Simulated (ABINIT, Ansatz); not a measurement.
# GaP (F-43m): the LO frequency by hand

How high does the longitudinal optical mode of GaP (F-43m) lie, given the transverse one, the Born charge and ε∞?

Method: DFT LDA, scalar-relativistic, plane waves, HGH norm-conserving pseudopotentials, in ABINIT 10.8.3.

**1. The relaxed structure**

Symmetry: F-43m, No. 216, cubic system. Conventional cell: a = 5.320 Å, b = 5.320 Å, c = 5.320 Å, α = 90.00°, β = 90.00°, γ = 90.00°. Nearest to Ga lie 4 P at 2.30 Å. Nearest to P lie 4 Ga at 2.30 Å. Farther neighbours are not listed.

Coordinates:

```cif
data_structure
_symmetry_space_group_name_H-M 'P 1'
_symmetry_Int_Tables_number 1
_cell_length_a 3.7619
_cell_length_b 3.7619
_cell_length_c 3.7619
_cell_angle_alpha 60.000
_cell_angle_beta 60.000
_cell_angle_gamma 60.000
_cell_volume 37.64
loop_
_atom_site_label
_atom_site_type_symbol
_atom_site_fract_x
_atom_site_fract_y
_atom_site_fract_z
_atom_site_occupancy
Ga1 Ga 0.00000 0.00000 0.00000 1
P2 P 0.25000 0.25000 0.25000 1
```

This is the cell after its relaxation at this level of theory, not the database cell from which that began.

**2. What the response run gave**

A linear-response run on the relaxed cell, with the response to an electric field; only its zone-centre results are used. Cutoff 31 Ha, k mesh 6×6×6 with shifts.

Numbers of over 12 decimals in the logs are rounded to 6 here.

The log of the run:

```text
[banners, grids, parts of the stress and lines that vanish by symmetry left out]
- input  file    -> dfpt_gamma.abi
- output file    -> dfpt_gamma.abo
- root for input  files -> dfpt_gammai
[...]
DATASET    1 : space group F-4 3 m (#216); Bravais cF (face-center cubic)
[...]
nfft =       46656          nkpt =         432
[...]
DATASET    2 : space group F-4 3 m (#216); Bravais cF (face-center cubic)
[...]
nfft =       46656          nkpt =         432
[...]
== DATASET  1 ==================================================================
[...]
cutoff_energies: {ecut:  31.0, pawecutdg:  -1.0, }
[...]
Exchange-correlation functional for the present dataset will be:
  LDA: Perdew-Wang 92 LSD fit to Ceperley-Alder data - ixc=7
[...]
- 15.00000   5.00000     10605                znucl, zion, pspdat
[...]
Perturbation : derivative vs k along direction   1
[...]
-ETOT  1  -9.279716     -9.280E+00 1.011E+00 0.000E+00
 ETOT  2  -9.296029     -1.631E-02 3.715E-03 0.000E+00
 ETOT  3  -9.296086     -5.719E-05 5.423E-05 0.000E+00
 ETOT  4  -9.296086     -3.674E-07 6.177E-07 0.000E+00
 ETOT  5  -9.296086     -3.312E-09 8.601E-09 0.000E+00
[...]
At SCF step   12   max residual=  1.00E-20 < tolwfr=  1.00E-20 =>converged.
[...]
Perturbation : derivative vs k along direction   2
[...]
-ETOT  1  -9.279716     -9.280E+00 1.011E+00 0.000E+00
[...]
At SCF step   12   max residual=  1.00E-20 < tolwfr=  1.00E-20 =>converged.
[...]
Perturbation : derivative vs k along direction   3
[...]
-ETOT  1  -9.279716     -9.280E+00 1.011E+00 0.000E+00
[...]
At SCF step   12   max residual=  1.00E-20 < tolwfr=  1.00E-20 =>converged.
[...]
1        1       3.3651411978    0.0000000000
     1        2      -1.6825705989    0.0000000000
     1        3      -1.6825705989   -0.0000000000
     2        1      -1.6825705989    0.0000000000
     2        2       3.3651411978   -0.0000000000
     2        3       1.6825705989    0.0000000000
     3        1      -1.6825705989   -0.0000000000
     3        2       1.6825705989    0.0000000000
     3        3       3.3651411978    0.0000000000
[...]
== DATASET  2 ==================================================================
[...]
cutoff_energies: {ecut:  31.0, pawecutdg:  -1.0, }
[...]
Exchange-correlation functional for the present dataset will be:
  LDA: Perdew-Wang 92 LSD fit to Ceperley-Alder data - ixc=7
[...]
Perturbation : displacement of atom   1   along direction   1
[...]
At SCF step    9       vres2   =  3.50E-13 < tolvrs=  1.00E-10 =>converged.
[...]
-ETOT  1   1.402316     -3.843E+00 2.250E-01 2.127E+03
[...]
ETOT  8  0.849304     -2.051E-12 1.760E-14 1.020E-10
 ETOT  9  0.849304      1.243E-13 1.681E-16 3.452E-13
 At SCF step    9       vres2   =  3.45E-13 < tolvrs=  1.00E-10 =>converged.
[...]
Dielectric tensor, in cartesian coordinates,
[...]
1    4   1    4         9.9409263098        -0.0000000000
   1    4   2    4        -0.0000000000        -0.0000000000
   1    4   3    4        -0.0000000000        -0.0000000000
   2    4   1    4         0.0000000000        -0.0000000000
   2    4   2    4         9.9409263098        -0.0000000000
   2    4   3    4        -0.0000000000        -0.0000000000
   3    4   1    4         0.0000000000        -0.0000000000
   3    4   2    4        -0.0000000000        -0.0000000000
   3    4   3    4         9.9409263098        -0.0000000000
  Effective charges, in cartesian coordinates,
[...]
1    1   1    4         2.0184722727         0.0000000000
   2    1   1    4         0.0000000000         0.0000000000
   3    1   1    4        -0.0000000000         0.0000000000
   1    2   1    4        -2.0251275291         0.0000000000
   2    2   1    4        -0.0000000000         0.0000000000
[...]
Effective charges, in cartesian coordinates,
[...]
Rigid-atom elastic tensor , in cartesian coordinates,
[...]
Rigid-atom proper piezoelectric tensor, in cartesian coordinates,
[...]
2    4   2    6         0.0126719691         0.0000000000
   2    4   3    6         0.0000000000         0.0000000000
   3    4   1    5         0.0000000000         0.0000000000
   3    4   2    5         0.0000000000         0.0000000000
   3    4   3    5        -0.0000000000         0.0000000000
   3    4   1    6        -0.0000000000         0.0000000000
   3    4   2    6         0.0000000000         0.0000000000
   3    4   3    6         0.0126719691         0.0000000000
  Phonon wavevector (reduced coordinates) :  0.00000  0.00000  0.00000
 Phonon energies in Hartree :
[...]
Phonon frequencies in cm-1    :
-  6.880122E-01  6.880122E-01  6.880124E-01  3.694048E+02  3.694048E+02
-  3.694048E+02
  Phonon at Gamma, with non-analyticity in the
[...]
Phonon energies in Hartree :
[...]
Phonon frequencies in cm-1    :
-  6.880122E-01  6.880122E-01  7.224020E-01  3.694048E+02  3.694048E+02
-  4.019371E+02
  Phonon at Gamma, with non-analyticity in the
[...]
Phonon energies in Hartree :
[...]
Phonon frequencies in cm-1    :
-  6.880122E-01  6.880124E-01  7.224018E-01  3.694048E+02  3.694048E+02
-  4.019371E+02
  Phonon at Gamma, with non-analyticity in the
[...]
Phonon energies in Hartree :
[...]
Phonon frequencies in cm-1    :
-  6.880122E-01  6.880124E-01  7.224017E-01  3.694048E+02  3.694048E+02
-  4.019371E+02
[...]
fcart2     0.0000000000E+00  0.0000000000E+00  0.0000000000E+00
           strten2     0.0000000000E+00  0.0000000000E+00  0.0000000000E+00
================================================================================
```

```csv
quantity,value
cell volume Ω (Å³),37.645
mass of Ga (u),69.723
mass of P (u),30.974
"Born charge of Ga, raw (e)",2.018
"Born charge of P, raw (e)",-2.025
ε∞,9.941
ω(TO) after the sum rule (cm⁻¹),369.4
```

**3. The calculation**

The charges must sum to zero over the cell; taking off their mean, -0.003 e, leaves Z* = 2.022 e on Ga. In the polar mode Ga moves against P, so the reduced mass is μ = 69.72 × 30.97 / 100.70 = 21.446 u.

A longitudinal wave builds up a field that adds to the restoring force: ω(LO)² = ω(TO)² + 4π Z*² / (μ Ω ε∞), in Hartree atomic units. With μ = 39094 electron masses and Ω = 254.04 bohr³ the second term is 5.2029e-07 Ha², or 25062 cm⁻² (1 Ha = 219474.6 cm⁻¹).

So ω(LO) = √(136456 + 25062) = 401.9 cm⁻¹, and by the Lyddane-Sachs-Teller relation ε₀ = ε∞ (ω(LO)/ω(TO))² = 11.77.

**4. Check against the program**

The analysis program adds the same non-analytic term to the full matrix.

The log of the run:

```text
[banners, grids, parts of the stress and lines that vanish by symmetry left out]
-outvars_anaddb: echo values of input variables ----------------------

 Flags :
[...]
Dielectric Tensor and Effective Charges
[...]
Effective charge tensors after
[...]
Phonon wavevector (reduced coordinates) :  0.00000  0.00000  0.00000
 Phonon energies in Hartree :
[...]
Phonon energies in meV     :
-  0.000000E+00  0.000000E+00  0.000000E+00  4.580017E+01  4.580017E+01
-  4.580017E+01
 Phonon frequencies in cm-1    :
-  0.000000E+00  0.000000E+00  0.000000E+00  3.694033E+02  3.694033E+02
-  3.694033E+02
 Phonon frequencies in Thz     :
-  0.000000E+00  0.000000E+00  0.000000E+00  1.107443E+01  1.107443E+01
-  1.107443E+01
 Phonon energies in Kelvin  :
-  0.000000E+00  0.000000E+00  0.000000E+00  5.314889E+02  5.314889E+02
-  5.314889E+02
[...]
-  1  0.00000000E+00  0.00000000E+00 -2.33406096E-03
-     0.00000000E+00  0.00000000E+00  0.00000000E+00
-  2  0.00000000E+00  0.00000000E+00 -2.33406097E-03
-     0.00000000E+00  0.00000000E+00  0.00000000E+00
[...]
-  1  0.00000000E+00  2.33406096E-03  0.00000000E+00
-     0.00000000E+00  0.00000000E+00  0.00000000E+00
-  2  0.00000000E+00  2.33406097E-03  0.00000000E+00
-     0.00000000E+00  0.00000000E+00  0.00000000E+00
[...]
-  1  2.33406096E-03  0.00000000E+00  0.00000000E+00
-     0.00000000E+00  0.00000000E+00  0.00000000E+00
-  2  2.33406098E-03  0.00000000E+00  0.00000000E+00
-     0.00000000E+00  0.00000000E+00  0.00000000E+00
[...]
-  1  0.00000000E+00  0.00000000E+00 -1.55568313E-03
-     0.00000000E+00  0.00000000E+00  0.00000000E+00
-  2 -1.25841080E-07  1.37954229E-07  3.50189604E-03
-     0.00000000E+00  0.00000000E+00  0.00000000E+00
[...]
-  1  0.00000000E+00 -1.55568313E-03  0.00000000E+00
-     0.00000000E+00  0.00000000E+00  0.00000000E+00
-  2  0.00000000E+00  3.50189604E-03 -1.37954414E-07
-     0.00000000E+00  0.00000000E+00  0.00000000E+00
[...]
-  1  1.55568313E-03  0.00000000E+00  0.00000000E+00
-     0.00000000E+00  0.00000000E+00  0.00000000E+00
-  2 -3.50189604E-03  0.00000000E+00 -1.25840878E-07
-     0.00000000E+00  0.00000000E+00  0.00000000E+00
[...]
-     1          0.000000    -0.000000     0.000000     0.000000
-     2         -0.000000    -0.000000    -0.000000     0.000000
-     3         -0.000000     0.000000    -0.000000     0.000000
-     4          0.000096    -0.000105    -2.668500     2.668500
-     5          0.000004    -2.668500     0.000105     2.668500
-     6          2.668500     0.000004     0.000096     2.668500
[...]
-   1     Real    0.0000E+00  0.0000E+00  0.0000E+00  0.0000E+00  0.0000E+00  0.0000E+00  0.0000E+00
[...]
-  1  0.00000000E+00  0.00000000E+00 -2.33406096E-03
-     0.00000000E+00  0.00000000E+00  0.00000000E+00
-  2  0.00000000E+00  0.00000000E+00 -2.33406097E-03
-     0.00000000E+00  0.00000000E+00  0.00000000E+00
[...]
Phonon at Gamma, with non-analyticity in the
[...]
Phonon energies in Hartree :
[...]
Phonon energies in meV     :
-  0.000000E+00  0.000000E+00  0.000000E+00  4.580017E+01  4.580017E+01
-  4.982878E+01
 Phonon frequencies in cm-1    :
-  0.000000E+00  0.000000E+00  0.000000E+00  3.694033E+02  3.694033E+02
-  4.018962E+02
 Phonon frequencies in Thz     :
-  0.000000E+00  0.000000E+00  0.000000E+00  1.107443E+01  1.107443E+01
-  1.204855E+01
 Phonon energies in Kelvin  :
-  0.000000E+00  0.000000E+00  0.000000E+00  5.314889E+02  5.314889E+02
-  5.782390E+02
[...]
Phonon at Gamma, with non-analyticity in the
[...]
Phonon energies in Hartree :
[...]
Phonon energies in meV     :
-  0.000000E+00  0.000000E+00  0.000000E+00  4.580017E+01  4.580017E+01
-  4.982878E+01
 Phonon frequencies in cm-1    :
-  0.000000E+00  0.000000E+00  0.000000E+00  3.694033E+02  3.694033E+02
-  4.018962E+02
 Phonon frequencies in Thz     :
-  0.000000E+00  0.000000E+00  0.000000E+00  1.107443E+01  1.107443E+01
-  1.204855E+01
 Phonon energies in Kelvin  :
-  0.000000E+00  0.000000E+00  0.000000E+00  5.314889E+02  5.314889E+02
-  5.782390E+02
[...]
-  1  0.00000000E+00 -2.33406095E-03 -2.45052383E-07
-     0.00000000E+00  0.00000000E+00  0.00000000E+00
-  2  0.00000000E+00 -2.33406096E-03 -2.45051708E-07
-     0.00000000E+00  0.00000000E+00  0.00000000E+00
[...]
-  1  2.33406097E-03  0.00000000E+00  0.00000000E+00
-     0.00000000E+00  0.00000000E+00  0.00000000E+00
-  2  2.33406098E-03  0.00000000E+00  0.00000000E+00
-     0.00000000E+00  0.00000000E+00  0.00000000E+00
[...]
-  1  2.31389319E-04  9.65933394E-04 -1.19732271E-03
-     0.00000000E+00  0.00000000E+00  0.00000000E+00
-  2 -5.20865286E-04 -2.17434917E-03  2.69521445E-03
-     0.00000000E+00  0.00000000E+00  0.00000000E+00
[...]
-  1  1.24895650E-03 -8.24867276E-04 -4.24089219E-04
-     0.00000000E+00  0.00000000E+00  0.00000000E+00
-  2 -2.81144387E-03  1.85680450E-03  9.54639364E-04
-     0.00000000E+00  0.00000000E+00  0.00000000E+00
[...]
Direction                     Dielectric constant
[...]
Elastic Tensor (clamped ion) (unit:10^2GP):
[...]
Elastic Tensor (relaxed ion) (unit:10^2GP):
[...]
Calculation of the tensor related to piezoelectric effetc
[...]
Proper piezoelectric constants (clamped ion) (unit:c/m^2)
[...]
Proper piezoelectric constants (relaxed ion) (unit:c/m^2)
[...]
0.00000000      0.12884411      0.00000000
     -0.00000000      0.00000000      0.12884411
-
```

```csv
quantity,by hand,program
ω(LO) (cm⁻¹),401.9,401.9
ε₀,11.77,11.77
```

**5. Outcome**

| Item | Value |
| --- | --- |
| TO mode | 369.4 cm⁻¹ |
| LO mode | 401.9 cm⁻¹ |
| static dielectric constant | 11.77 |

What this shows: The LO mode of GaP (F-43m) lies at 402 cm⁻¹, 33 cm⁻¹ above the TO mode; the formula meets the program within 0.1 cm⁻¹, as it must for a cubic crystal with one polar mode. ω(LO)² − ω(TO)² goes with Z*²/ε∞: an error of 5 % in ε∞ would move the LO mode by 1.5 cm⁻¹, and semilocal functionals tend to overestimate ε∞. These are harmonic values at zero temperature, at the volume of this functional, for the structure held cubic; stability elsewhere in the zone is no part of this calculation.

[Host names and launcher messages were left out of these logs when they were recorded.]

[Logs are printed without paths, hosts, clocks, repeated set-up lines and the standing remarks that a program may print on its own settings, such as how far it seeks lower states.]

[Hosts, paths, dates, database ids (printed as entryN), source tags and the programs' standing remarks are cut or masked in the printed files.]
